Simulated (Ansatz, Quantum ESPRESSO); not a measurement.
Given: the input of a run of Quantum ESPRESSO 7.5 (ASE script) on TiAl3. The cell comes from a database or a generator and needn't be the stable form of this composition.

Contents of run.py:

```python
import numpy as np
from ase.calculators.espresso import Espresso, EspressoProfile
from ase.io import read

atoms = read('POSCAR')

input_data = {
    'control': {'calculation': 'scf', 'prefix': 'pwscf', 'outdir': './tmp', 'tprnfor': True, 'tstress': True, 'disk_io': 'nowf'},
    'system': {'ecutwfc': 55.0, 'ecutrho': 440.0, 'nbnd': 17, 'occupations': 'smearing', 'smearing': 'fd', 'degauss': 0.00367493},
    'electrons': {'conv_thr': 8e-10, 'electron_maxstep': 120, 'mixing_beta': 0.5},
}
pseudopotentials = {'Al': 'Al.pbe-n-kjpaw_psl.1.0.0.UPF', 'Ti': 'ti_pbe_v1.4.uspp.F.UPF'}
profile = EspressoProfile(command='mpirun -n 2 pw.x -nk 2', pseudo_dir='pseudo')
dft = Espresso(profile=profile, input_data=input_data, pseudopotentials=pseudopotentials, kpts=(10, 10, 10), koffset=(0, 0, 0))
atoms.calc = dft

print(f'energy {atoms.get_potential_energy():.8f} eV')
print('forces (eV/A)')
print(np.round(atoms.get_forces(), 6))
print('stress (eV/A^3, Voigt)')
print(np.round(atoms.get_stress(), 8))
print(f'Fermi level {dft.get_fermi_level():.4f} eV')
```

POSCAR

```
TiAl3
1.0
   -1.9111067713      1.9111067713      4.2806687947
    1.9111067713     -1.9111067713      4.2806687947
    1.9111067713      1.9111067713     -4.2806687947
Ti Al
1 3
Direct
    0.0000000000      0.0000000000      0.0000000000
    0.2500000000      0.7500000000      0.5000000000
    0.7500000000      0.2500000000      0.5000000000
    0.5000000000      0.5000000000      0.0000000000
```

Potentials or basis: SSSP 1.3 efficiency PBE.

Launch:

```bash
$ OMP_NUM_THREADS=1 python run.py
```

Q: Set up the same calculation for Ansatz 0.2.0. Potentials or basis there: Ansatz PAW, cutoff 420 eV.

A: As run (cutoffs and basis follow the program's own potentials, and thresholds, step limits or extra output files can differ):

Contents of input.yaml:

```yaml
crystal:
  lattice:
    - [-1.9111067713, 1.9111067713, 4.2806687947]
    - [1.9111067713, -1.9111067713, 4.2806687947]
    - [1.9111067713, 1.9111067713, -4.2806687947]
  atoms:
    - { symbol: Ti, position: [0.0, 0.0, 0.0] }
    - { symbol: Al, position: [0.25, 0.75, 0.5] }
    - { symbol: Al, position: [0.75, 0.25, 0.5] }
    - { symbol: Al, position: [0.5, 0.5, 0.0] }
hamiltonian:
  xc: pbe
  pseudopotentials: { kind: paw }
kpoints:
  mp_grid: { grid: [10, 10, 10] }
scf:
  occupations: { method: fermi_dirac, width: 0.05 }
output:
  forces: true
  stress: true
  eigenvalues: true
```

Potentials or basis: Ansatz PAW.

Launch:

```sh
$ ansatz run input.yaml --threads 2 --pin off --max-ram 5632MiB --backend cpu --events-out ev --progress --plain --runs-dir out
```

Both were run:

|  | Quantum ESPRESSO | Ansatz |
| --- | --- | --- |
| Pressure | 2.1 GPa | 2.1 GPa |

Ansatz's pressure holds a Pulay term of +0.06 GPa for its cutoff of 420 eV, which the other run lacks.

Where Ansatz's input types no cutoff or centring, it takes its own default and a Γ-centred mesh.

Pressure is positive in compression.
